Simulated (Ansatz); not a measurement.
# SiO2: the cost of one run

Method: DFT r2SCAN, scalar-relativistic, plane waves, PAW, in Ansatz 0.2.0.

1 further run of the same task is left out (set aside as unsound or not needed). Runs told in other sessions of the task aren't counted.

## (1) The structure to begin with

The structure is hexagonal, space group P6_322 (No. 182). The conventional cell has a = 5.036 Å, b = 5.036 Å, c = 8.565 Å, α = 90.00°, β = 90.00°, γ = 120.00°. Si (site symmetry 3) is surrounded by 4 O at 1.60 to 1.61 Å. Around O (site symmetry 2) lie 2 Si at 1.61 Å. O (site symmetry 32) is surrounded by 2 Si at 1.60 Å.

Coordinates:

```xyz
12
Lattice="5.0361 0.0000 0.0000 -2.5180 4.3614 0.0000 0.0000 0.0000 8.5651" Properties=species:S:1:pos:R:3 pbc="T T T"
Si    2.5180    1.4538    8.0259
Si    2.5180    1.4538    4.8217
Si    0.0000    2.9076    0.5392
Si    0.0000    2.9076    3.7433
O    -1.0407    1.8026    0.0000
O     1.0407    1.8026    4.2825
O     2.9546    0.0000    4.2825
O     1.4773    2.5588    0.0000
O    -1.4773    2.5588    4.2825
O     2.5180    1.4538    6.4238
O     0.0000    2.9076    2.1413
O     2.0815    0.0000    0.0000
```

It goes back to an entry of the Materials Project, which need not be the stable form.

This cell was relaxed beforehand with the same method: volume 15.68 Å³/atom, gap on the mesh 6.18 eV.

## (2) Static run: bands, density of states and charges

File input.yaml:

```yaml
crystal:
  lattice:
    - [5.0360753492, 0.0, 0.0]
    - [-2.5180376746, 4.3613691878, 0.0]
    - [0.0, 0.0, 8.5650778639]
  atoms:
    - { symbol: Si, position: [0.6666666667, 0.3333333333, 0.9370460701] }
    - { symbol: Si, position: [0.6666666667, 0.3333333333, 0.5629539299] }
    - { symbol: Si, position: [0.3333333333, 0.6666666667, 0.0629539299] }
    - { symbol: Si, position: [0.3333333333, 0.6666666667, 0.4370460701] }
    - { symbol: O, position: [0.0, 0.4133082063, 0.0] }
    - { symbol: O, position: [0.4133082063, 0.4133082063, 0.5] }
    - { symbol: O, position: [0.5866917937, 0.0, 0.5] }
    - { symbol: O, position: [0.5866917937, 0.5866917937, 0.0] }
    - { symbol: O, position: [0.0, 0.5866917937, 0.5] }
    - { symbol: O, position: [0.6666666667, 0.3333333333, 0.75] }
    - { symbol: O, position: [0.3333333333, 0.6666666667, 0.25] }
    - { symbol: O, position: [0.4133082063, 0.0, 0.0] }
basis:
  ecutwfc: 500
kpoints:
  mp_grid: { grid: [6, 6, 4] }
  band_path:
    path:
      - [[0.0, 0.0, 0.0], [0.5, 0.0, 0.0], [0.33333333, 0.33333333, 0.0], [0.0, 0.0, 0.0], [0.0, 0.0, 0.5], [0.5, 0.0, 0.5], [0.33333333, 0.33333333, 0.5], [0.0, 0.0, 0.5]]
      - [[0.5, 0.0, 0.5], [0.5, 0.0, 0.0]]
      - [[0.33333333, 0.33333333, 0.5], [0.33333333, 0.33333333, 0.0]]
    npoints: 10
hamiltonian:
  xc: r2scan
scf:
  occupations: { method: gaussian, width: 0.02 }
  n_extra_bands: 30
output:
  forces: true
  stress: true
  eigenvalues: true
  populations: true
  dos: { projected: true, de: 0.02, nscf_kmesh: { grid: [9, 9, 6] } }
  bader: false
```

Run with:

```sh
$ ansatz run input.yaml --threads 2 --pin off --max-ram 5120MiB --backend cpu --events-out ev --progress --plain --runs-dir out
```

**Question.** How long does this run take on 2 threads of Arm Neoverse V1, shared host, and how much memory does it need?

About 2 min, with a peak of 1.3 GiB.
